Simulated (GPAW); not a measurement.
PtSe in GPAW: the effect of functional

PtSe:

```
Pt Se
1.0
     0.00000    3.03745    3.03745
     3.03745    0.00000    3.03745
     3.03745    3.03745    0.00000
Pt Se
1 1
Cartesian
  0.0000 0.0000 0.0000
  1.5187 1.5187 1.5187
```

The cell comes from a database or a generator and needn't be the stable form of this composition.

| Item | Value |
| --- | --- |
| Program | GPAW 26.7.0 |
| Cutoff | 600 eV |
| Basis | pw |
| k mesh | 6 × 6 × 6 |
| Occupations | fermi-dirac, width 0.05 eV |
| Spin | no spin polarisation |
| Task of each run | elastic constants |

The series moves functional from these settings.

```tsv
functional	pressure (GPa)	c33 (GPa)	volume per atom (A^3/atom)	c44 (GPa)	c12 (GPa)	c11 (GPa)
LDA	0.02928	121.5	21.6	0.1	120.5	121.5
PBEsol	0.03216	113.2	22.13	0.78	111.7	113.2
PBE	0.005211	99.6	23.16	5.34	94.62	99.6
r2SCAN	?	?	?	?	?	?
```

Problem. What does the run at r2SCAN give?

Solution. Pressure (GPa) 0.01426; c33 (GPa) 107.7; volume per atom (A^3/atom) 22.47; c44 (GPa) -0.26; c12 (GPa) 106.4; c11 (GPa) 107.7.
